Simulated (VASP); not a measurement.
# SnTe3 (Fm-3m) in VASP: further runs

Aim: see how the results for SnTe3 move with the level of theory and the settings. Levels: PBEsol, LDA. Tasks: phonons.

Everything below comes from runs of VASP 6.6.1. Logs are shortened: lines on timing, memory, paths and dates and some standing lists are left out, and cuts for length are marked.

### 1 Starting point

It takes space group Fm-3m (No. 225, cubic). The conventional cell has a = 7.722 Å, b = 7.722 Å, c = 7.722 Å, α = 90.00°, β = 90.00°, γ = 90.00°. Te (site symmetry m-3m) has 8 Te at 3.34 Å as nearest neighbours. Te (site symmetry -43m) is surrounded by 4 Te at 3.34 Å and 4 Sn at 3.34 Å. Around Sn (site symmetry m-3m) lie 8 Te at 3.34 Å.

The cell comes from a database or a generator and needn't be the stable form of this composition.

### 2 Phonons, PBEsol

POSCAR reads:

```
SnTe3
1.0
    0.0000000000      3.8612190000      3.8612190000
    3.8612190000      0.0000000000      3.8612190000
    3.8612190000      3.8612190000      0.0000000000
Te Sn
3 1
Direct
    0.5000000000      0.5000000000      0.5000000000
    0.7500000000      0.7500000000      0.7500000000
    0.2500000000      0.2500000000      0.2500000000
    0.0000000000      0.0000000000      0.0000000000
```

INCAR.step1 reads:

```
SYSTEM = SnTe3
PREC = Accurate
ENCUT = 600
EDIFF = 1E-8
ISMEAR = 0
SIGMA = 0.02
LREAL = .False.
LASPH = .True.
NELM = 60
ALGO = Normal
ISIF = 3
LWAVE = .False.
LCHARG = .False.
GGA = PS
IBRION = 2
NSW = 40
EDIFFG = -0.002
KPAR = 4
```

INCAR.step2 reads:

```
SYSTEM = SnTe3
PREC = Accurate
ENCUT = 600
EDIFF = 1E-8
ISMEAR = 0
SIGMA = 0.02
LREAL = .False.
LASPH = .True.
NELM = 60
ALGO = Normal
ISIF = 2
LWAVE = .False.
LCHARG = .False.
GGA = PS
IBRION = 8
NSW = 1
LEPSILON = .True.
KPAR = 4
```

KPOINTS reads:

```
Automatic mesh
0
Gamma
  6 6 6
  0 0 0
```

Potentials or basis: VASP PAW PBE potentials, release 64 (Te, Sn_d).

Launch:

```
cat potpaw_PBE.64/Te/POTCAR potpaw_PBE.64/Sn_d/POTCAR > POTCAR
cp INCAR.step1 INCAR
mpirun -np 4 vasp_std > vasp.out
cp CONTCAR POSCAR
cp INCAR.step2 INCAR
mpirun -np 4 vasp_std > vasp.out
```

OUTCAR:

```text
SYSTEM = SnTe3
   PREC = Accurate
   ENCUT = 600
   EDIFF = 1E-8
   ISMEAR = 0
   LREAL = .False.
   LASPH = .True.
   NELM = 60
   ISIF = 2
   GGA = PS
   IBRION = 8
   NSW = 1
   LEPSILON = .True.

 ion  position               nearest neighbor table
   1  0.500  0.500  0.500-   3 3.29   3 3.29   3 3.29   2 3.29   2 3.29   2 3.29   3 3.29   2 3.29

   2  0.750  0.750  0.750-   1 3.29   1 3.29   1 3.29   4 3.29   4 3.29   4 3.29   4 3.29   1 3.29

   3  0.250  0.250  0.250-   4 3.29   4 3.29   4 3.29   1 3.29   1 3.29   1 3.29   4 3.29   1 3.29

   4  0.000  0.000  0.000-   2 3.29   2 3.29   2 3.29   3 3.29   3 3.29   3 3.29   3 3.29   2 3.29

  LATTYP: Found a face centered cubic cell.
 ALAT       =     7.5899645220

  Lattice vectors:

 A1 = (   0.0000000000,   3.7949822610,   3.7949822610)
 A2 = (   3.7949822610,   0.0000000000,   3.7949822610)
 A3 = (   3.7949822610,   3.7949822610,   0.0000000000)

Analysis of symmetry for initial positions (statically):
=====================================================================
 Subroutine PRICEL returns:
 Original cell was already a primitive cell.

 Routine SETGRP: Setting up the symmetry group for a
 face centered cubic supercell.

 Subroutine GETGRP returns: Found 48 space group operations
 (whereof 48 operations were pure point group operations)
 out of a pool of 48 trial point group operations.

The static configuration has the point symmetry O_h .

Analysis of symmetry for dynamics (positions and initial velocities):
=====================================================================
 Subroutine PRICEL returns:
 Original cell was already a primitive cell.

 Routine SETGRP: Setting up the symmetry group for a
 face centered cubic supercell.

 Subroutine GETGRP returns: Found 48 space group operations
 (whereof 48 operations were pure point group operations)
 out of a pool of 48 trial point group operations.

The dynamic configuration has the point symmetry O_h .

 Subroutine INISYM returns: Found 48 space group operations
 (whereof 48 operations are pure point group operations),
 and found     1 'primitive' translations

----------------------------------------------------------------------------------------

                                     Primitive cell

  volume of cell :     109.3098

  direct lattice vectors                    reciprocal lattice vectors
     0.000000000  3.794982261  3.794982261    -0.131752922  0.131752922  0.131752922
     3.794982261  0.000000000  3.794982261     0.131752922 -0.131752922  0.131752922
     3.794982261  3.794982261  0.000000000     0.131752922  0.131752922 -0.131752922

  length of vectors
     5.366915382  5.366915382  5.366915382     0.228202754  0.228202754  0.228202754

  position of ions in fractional coordinates (direct lattice)
     0.500000000  0.500000000  0.500000000
     0.750000000  0.750000000  0.750000000
     0.250000000  0.250000000  0.250000000
     0.000000000  0.000000000  0.000000000

  ion indices of the primitive-cell ions
   primitive index   ion index
                 1           1
                 2           2
                 3           3
                 4           4

----------------------------------------------------------------------------------------

 KPOINTS: Automatic mesh

Automatic generation of k-mesh.
 Grid dimensions read from file:
 generate k-points for:    6    6    6

 Generating k-lattice:
[... 506 lines left out ...]
           0.000000 11010.479995    -0.000000
          -0.000000     0.000000 11010.479995
 ------------------------------------------------------

 Free energy of the ion-electron system (eV)
  ---------------------------------------------------
  ---------------------------------------------------
  free energy    TOTEN  =     -3363.45123391 eV

  energy without entropy =    -3363.45123391

------------------------ aborting loop because EDIFF is reached ----------------------------------------

--------------------------------------- Ionic step        2  -------------------------------------------

------------------------ aborting loop because EDIFF is reached ----------------------------------------

--------------------------------------- Ionic step        3  -------------------------------------------

------------------------ aborting loop because EDIFF is reached ----------------------------------------

 PIEZOELECTRIC TENSOR FIELD DIRECTION 3  (e Angst)
 -----------------------------------------------------------------------------
    18.33572  0.00000  0.00000           ( -0.00269  0.00000  0.00000)
     0.00000 18.33572 -0.00000           (  0.00000 -0.00269 -0.00000)
    -0.00000  0.00000 18.31962           (  0.00000 -0.00000 -0.00288)

 PIEZOELECTRIC TENSOR FIELD DIRECTION 3  (C/m^2)
 -----------------------------------------------------------------------------
     2.68751  0.00000  0.00000
     0.00000  2.68751 -0.00000
    -0.00000  0.00000  2.68515

[... ionic steps 4 to 12 ...]

--------------------------------------- Ionic step       13  -------------------------------------------

 Free energy of the ion-electron system (eV)
  ---------------------------------------------------
  ---------------------------------------------------
  free energy    TOTEN  =        -0.22328125 eV

  energy without entropy =       -0.22328127

------------------------ aborting loop because EDIFF is reached ----------------------------------------

 INTERNAL STRAIN TENSOR  FOR ION    4  DIRECTION 1   (eV/Angst):
 -----------------------------------------------------------------------------
    -0.05192  0.00000 -0.00000
     0.00000 -0.04288 -0.00000
     0.00000 -0.00000 -0.04288

 MACROSCOPIC STATIC DIELECTRIC TENSOR (including local field effects in DFT)
 ------------------------------------------------------
       10818.067146     0.000000    -0.000000
           0.000000 10818.067146    -0.000000
          -0.000000     0.000000 10818.067146
 ------------------------------------------------------

 PIEZOELECTRIC TENSOR (including local field effects)  for field in x, y, z        (e  Angst)
          XX          YY          ZZ          XY          YZ          ZX
  --------------------------------------------------------------------------------
  x     0.00000     0.00000     0.00000     0.00000     0.00000     0.00000
  y     0.00000     0.00000     0.00000     0.00000     0.00000     0.00000
  z     0.00000     0.00000     0.00000     0.00000     0.00000     0.00000

 PIEZOELECTRIC TENSOR (including local field effects)  for field in x, y, z        (C/m^2)
          XX          YY          ZZ          XY          YZ          ZX
  --------------------------------------------------------------------------------
  x     0.00000     0.00000     0.00000     0.00000     0.00000     0.00000
  y     0.00000     0.00000     0.00000     0.00000     0.00000     0.00000
  z     0.00000     0.00000     0.00000     0.00000     0.00000     0.00000

 BORN EFFECTIVE CHARGES (including local field effects) (in |e|, cummulative output)
 ---------------------------------------------------------------------------------
 ion    1
    1    98.64290     0.00000    -0.00000
    2     0.00000    98.64290     0.00000
    3     0.00000    -0.00000    98.64290
 ion    2
    1   -63.58042     0.00000    -0.00000
    2    -0.00000   -63.58042     0.00000
    3     0.00000    -0.00000   -63.58042
 ion    3
    1   -63.58042     0.00000    -0.00000
    2    -0.00000   -63.58042     0.00000
    3     0.00000    -0.00000   -63.58042
 ion    4
    1    28.51794     0.00000     0.00000
    2    -0.00000    28.51794    -0.00000
    3     0.00000     0.00000    28.51794

 INTERNAL STRAIN TENSOR FOR ION    4 for displacements in x,y,z  (eV/Angst):
          X           Y           Z          XY          YZ          ZX
  --------------------------------------------------------------------------------
  x     0.00000     0.00000     0.00000     0.00000     0.00000     0.00000
  y     0.00000     0.00000     0.00000     0.00000     0.00000     0.00000
  z     0.00000     0.00000     0.00000     0.00000     0.00000     0.00000

 SECOND DERIVATIVES (NOT SYMMETRIZED)
 ------------------------------------
               1X          1Y          1Z          2X          2Y          2Z          3X          3Y          3Z          4X          4Y          4Z
  1X     0.980768    0.000000    0.000000   -1.459242    0.000000    0.000000   -1.459242    0.000000    0.000000    1.937715    0.000000    0.000000
  1Y     0.000000    0.980768    0.000000    0.000000   -1.459242    0.000000    0.000000   -1.459242    0.000000    0.000000    1.937715    0.000000
  1Z     0.000000    0.000000    0.980768    0.000000    0.000000   -1.459242    0.000000    0.000000   -1.459242    0.000000    0.000000    1.937715
  2X    -1.470287    0.000000    0.000000   -0.238767   -0.000000   -0.000000    2.046274    0.000000    0.000000   -0.337220   -0.000000   -0.000000
  2Y     0.000000   -1.470287    0.000000   -0.000000   -0.238767    0.000000    0.000000    2.046274    0.000000   -0.000000   -0.337220    0.000000
  2Z     0.000000    0.000000   -1.470287   -0.000000    0.000000   -0.238767    0.000000    0.000000    2.046274   -0.000000    0.000000   -0.337220
  3X    -1.470287    0.000000    0.000000    2.046274    0.000000    0.000000   -0.238767   -0.000000   -0.000000   -0.337220   -0.000000   -0.000000
  3Y     0.000000   -1.470287    0.000000    0.000000    2.046274    0.000000   -0.000000   -0.238767    0.000000   -0.000000   -0.337220    0.000000
  3Z     0.000000    0.000000   -1.470287    0.000000    0.000000    2.046274   -0.000000    0.000000   -0.238767   -0.000000    0.000000   -0.337220
  4X     1.932946    0.000000    0.000000   -0.337666    0.000000    0.000000   -0.337666    0.000000    0.000000   -1.257614    0.000000    0.000000
  4Y     0.000000    1.932946    0.000000    0.000000   -0.337666    0.000000    0.000000   -0.337666    0.000000    0.000000   -1.257614    0.000000
  4Z     0.000000    0.000000    1.932946    0.000000    0.000000   -0.337666    0.000000    0.000000   -0.337666    0.000000    0.000000   -1.257614

 Eigenvectors and eigenvalues of the dynamical matrix
 ----------------------------------------------------

   1 f  =    2.235670 THz    14.047127 2PiTHz   74.573913 cm-1     9.245983 meV
             X         Y         Z           dx          dy          dz
      3.794982  3.794982  3.794982     0.366399   -0.407046   -0.076446
      5.692473  5.692473  5.692473     0.078674   -0.087402   -0.016415
      1.897491  1.897491  1.897491     0.078674   -0.087402   -0.016415
      0.000000  0.000000  0.000000    -0.540749    0.600738    0.112824
[... 71 lines left out ...]
  12 f/i=    2.783812 THz    17.491204 2PiTHz   92.857959 cm-1    11.512914 meV
             X         Y         Z           dx          dy          dz
      3.794982  3.794982  3.794982     0.660541   -0.057480   -0.000000
      5.692473  5.692473  5.692473    -0.480327    0.041798   -0.000000
      1.897491  1.897491  1.897491    -0.480327    0.041798   -0.000000
      0.000000  0.000000  0.000000     0.307801   -0.026785    0.000000

--------------------------------------------------------------------------------------------------------

 MACROSCOPIC STATIC DIELECTRIC TENSOR IONIC CONTRIBUTION
 ------------------------------------------------------
         168.181797    -0.000000     0.000000
          -0.000000   168.181797     0.000000
           0.000000     0.000000   168.181797
 ------------------------------------------------------

 ELASTIC MODULI CONTR FROM IONIC RELAXATION (kBar)
 Direction    XX          YY          ZZ          XY          YZ          ZX
 --------------------------------------------------------------------------------
 XX          -0.0000     -0.0000      0.0000     -0.0000      0.0000     -0.0000
 YY          -0.0000     -0.0000     -0.0000      0.0000      0.0000     -0.0000
 ZZ           0.0000     -0.0000     -0.0000      0.0000     -0.0000     -0.0000
 XY          -0.0000      0.0000      0.0000   -257.3824      0.0000      0.0000
 YZ           0.0000      0.0000     -0.0000      0.0000   -257.3824      0.0000
 ZX          -0.0000     -0.0000     -0.0000      0.0000      0.0000   -257.3824
 --------------------------------------------------------------------------------

 PIEZOELECTRIC TENSOR IONIC CONTR  for field in x, y, z        (C/m^2)
          XX          YY          ZZ          XY          YZ          ZX
  --------------------------------------------------------------------------------
  x     0.00000    -0.00000    -0.00000     0.00000    -0.00000    -0.00000
  y    -0.00000     0.00000    -0.00000     0.00000     0.00000     0.00000
  z    -0.00000     0.00000     0.00000    -0.00000     0.00000     0.00000
```

Run time: 8.7 min. Hardware: 4 MPI ranks of AMD EPYC 9R45 (Zen 5), shared host; peak memory 0.69 GiB.

Results:

- Relaxed volume: 27.33 Å³/atom
- Relaxed cell: a = 5.367 Å, b = 5.367 Å, c = 5.367 Å, α = 60.00°, β = 60.00°, γ = 60.00°
- Space group after relaxing (to 0.05 Å): Fm-3m (No. 225)
- Electronic dielectric tensor (diagonal): 10818.07
- Born charges (mean of the diagonal): Te +98.64, -63.58; Sn +28.52 e
- Highest phonon frequency at Γ, LO-TO splitting left out: 75 cm⁻¹
- Most unstable mode: 93i cm⁻¹

The path:
```tsv
step	energy change (eV)	largest force (eV/Å)	pressure (GPa)	volume (Å³)
1	0.0000	0.0000	-2.67	115.13
2	-0.0444	0.0000	0.92	107.33
3	-0.0503	0.0000	0.03	109.23
4	-0.0503	0.0000	-0.03	109.35
5	-0.0503	0.0000	-0.03	109.35
6	-0.0503	0.0000	-0.03	109.34
7	-0.0503	0.0000	-0.03	109.34
8	-0.0503	0.0000	-0.03	109.34
9	-0.0503	0.0000	-0.03	109.34
10	-0.0503	0.0000	-0.03	109.34
11	-0.0503	0.0000	-0.03	109.34
12	-0.0503	0.0000	-0.03	109.34
13	-0.0503	0.0000	-0.02	109.34
14	-0.0503	0.0000	-0.02	109.34
15	-0.0503	0.0000	-0.02	109.34
16	-0.0503	0.0000	-0.02	109.33
17	-0.0503	0.0000	-0.01	109.31
```

Final structure:
```
Te Sn
1.0
     0.00000    3.79498    3.79498
     3.79498    0.00000    3.79498
     3.79498    3.79498    0.00000
Te Sn
3 1
Direct
  0.50000 0.50000 0.50000
  0.75000 0.75000 0.75000
  0.25000 0.25000 0.25000
  0.00000 0.00000 0.00000
```

Phonon frequencies in cm⁻¹ (negative: imaginary):
| q point | frequencies |
| --- | --- |
| (0.000, 0.000, 0.000) | -93 -93 -93 0 0 0 70 70 70 75 75 75 |

Electronic dielectric tensor:
```
10818.07     0.00     0.00
    0.00 10818.07     0.00
    0.00     0.00 10818.07
```

Born effective charge tensors (e):
atom 1, Te
```
98.64  0.00  0.00
 0.00 98.64  0.00
 0.00  0.00 98.64
```
atom 2, Te
```
-63.58   0.00   0.00
  0.00 -63.58   0.00
  0.00   0.00 -63.58
```
atom 3, Te
```
-63.58   0.00   0.00
  0.00 -63.58   0.00
  0.00   0.00 -63.58
```
atom 4, Sn
```
28.52  0.00  0.00
 0.00 28.52  0.00
 0.00  0.00 28.52
```

Caveat: some modes are imaginary; the PAW data sets were made with another functional, which shifts forces and pressure a little. The run has no spin-orbit coupling, so splittings on Te are missing.

### 3 Phonons, LDA

POSCAR is that of step 2.

INCAR.step1: that of step 2 with these lines changed.

```diff
@@ -13,3 +13,2 @@
 LCHARG = .False.
-GGA = PS
 IBRION = 2
```

INCAR.step2: that of step 2 with these lines changed.

```diff
@@ -13,3 +13,2 @@
 LCHARG = .False.
-GGA = PS
 IBRION = 8
```

KPOINTS is that of step 2.

Potentials or basis: VASP PAW LDA potentials, release 64 (Te, Sn_d).

Launch:

```
cat potpaw_LDA.64/Te/POTCAR potpaw_LDA.64/Sn_d/POTCAR > POTCAR
cp INCAR.step1 INCAR
mpirun -np 4 vasp_std > vasp.out
cp CONTCAR POSCAR
cp INCAR.step2 INCAR
mpirun -np 4 vasp_std > vasp.out
```

OUTCAR:

```text
SYSTEM = SnTe3
   PREC = Accurate
   ENCUT = 600
   EDIFF = 1E-8
   ISMEAR = 0
   LREAL = .False.
   LASPH = .True.
   NELM = 60
   ISIF = 2
   IBRION = 8
   NSW = 1
   LEPSILON = .True.

 ion  position               nearest neighbor table
   1  0.500  0.500  0.500-   2 3.27   3 3.27   3 3.27   3 3.27   3 3.27   2 3.27   2 3.27   2 3.27

   2  0.750  0.750  0.750-   1 3.27   4 3.27   1 3.27   1 3.27   1 3.27   4 3.27   4 3.27   4 3.27

[... 786 lines left out ...]
      3.772367  3.772367  3.772367    -0.029230    0.642762   -0.094649
      5.658550  5.658550  5.658550     0.021837   -0.480191    0.070710
      1.886183  1.886183  1.886183     0.021837   -0.480191    0.070710
      0.000000  0.000000  0.000000    -0.014559    0.320139   -0.047142

--------------------------------------------------------------------------------------------------------

 MACROSCOPIC STATIC DIELECTRIC TENSOR IONIC CONTRIBUTION
 ------------------------------------------------------
         123.763454    -0.000000    -0.000000
          -0.000000   123.763454    -0.000000
           0.000000    -0.000000   123.763454
 ------------------------------------------------------

 ELASTIC MODULI CONTR FROM IONIC RELAXATION (kBar)
 Direction    XX          YY          ZZ          XY          YZ          ZX
 --------------------------------------------------------------------------------
 XX          -0.0000     -0.0000     -0.0000      0.0000      0.0000     -0.0000
 YY          -0.0000     -0.0000      0.0000     -0.0000      0.0000     -0.0000
 ZZ          -0.0000      0.0000     -0.0000      0.0000      0.0000      0.0000
 XY           0.0000     -0.0000      0.0000   -283.2841     -0.0000     -0.0000
 YZ           0.0000      0.0000      0.0000     -0.0000   -283.2841      0.0000
 ZX          -0.0000     -0.0000      0.0000     -0.0000      0.0000   -283.2841
 --------------------------------------------------------------------------------

 PIEZOELECTRIC TENSOR IONIC CONTR  for field in x, y, z        (C/m^2)
          XX          YY          ZZ          XY          YZ          ZX
  --------------------------------------------------------------------------------
  x    -0.00000    -0.00000     0.00000    -0.00000     0.00000    -0.00000
  y     0.00000     0.00000     0.00000    -0.00000    -0.00000     0.00000
  z    -0.00000     0.00000     0.00000    -0.00000     0.00000     0.00000
```

Wall time 6.2 min (4 MPI ranks of AMD EPYC 9R45 (Zen 5), shared host); peak memory 0.62 GiB.

Results:

| Item | Value |
| --- | --- |
| Relaxed volume | 26.84 Å³/atom |
| Relaxed cell | a = 5.335 Å, b = 5.335 Å, c = 5.335 Å, α = 60.00°, β = 60.00°, γ = 60.00° |
| Space group after relaxing (to 0.05 Å) | Fm-3m (No. 225) |
| Electronic dielectric tensor (diagonal) | 7566.70 |
| Born charges (mean of the diagonal) | Te +79.12, -51.68; Sn +24.24 e |
| Highest phonon frequency at Γ, LO-TO splitting left out | 76 cm⁻¹ |
| Most unstable mode | 90i cm⁻¹ |

Step by step:
| step | energy change (eV) | largest force (eV/Å) | pressure (GPa) | volume (Å³) |
| --- | --- | --- | --- | --- |
| 1 | 0.0000 | 0.0000 | -3.66 | 115.13 |
| 2 | -0.0810 | 0.0000 | 1.39 | 104.52 |
| 3 | -0.0933 | 0.0000 | 0.07 | 107.21 |
| 4 | -0.0934 | 0.0000 | -0.01 | 107.37 |

Final structure:
```
Te Sn
1.0
     0.00000    3.77237    3.77237
     3.77237    0.00000    3.77237
     3.77237    3.77237    0.00000
Te Sn
3 1
Direct
  0.50000 0.50000 0.50000
  0.75000 0.75000 0.75000
  0.25000 0.25000 0.25000
  0.00000 0.00000 0.00000
```

Phonon frequencies in cm⁻¹ (negative: imaginary):
| q point | frequencies |
| --- | --- |
| (0.000, 0.000, 0.000) | -90 -90 -90 0 0 0 63 63 63 76 76 76 |

Electronic dielectric tensor:
```
7566.70    0.00    0.00
   0.00 7566.70    0.00
   0.00    0.00 7566.70
```

Born effective charge tensors (e):
atom 1, Te
```
79.12  0.00  0.00
 0.00 79.12  0.00
 0.00  0.00 79.12
```
atom 2, Te
```
-51.68   0.00   0.00
  0.00 -51.68   0.00
  0.00   0.00 -51.68
```
atom 3, Te
```
-51.68   0.00   0.00
  0.00 -51.68   0.00
  0.00   0.00 -51.68
```
atom 4, Sn
```
24.24  0.00  0.00
 0.00 24.24  0.00
 0.00  0.00 24.24
```

Caveat: some modes are imaginary. The run has no spin-orbit coupling, so splittings on Te are missing.
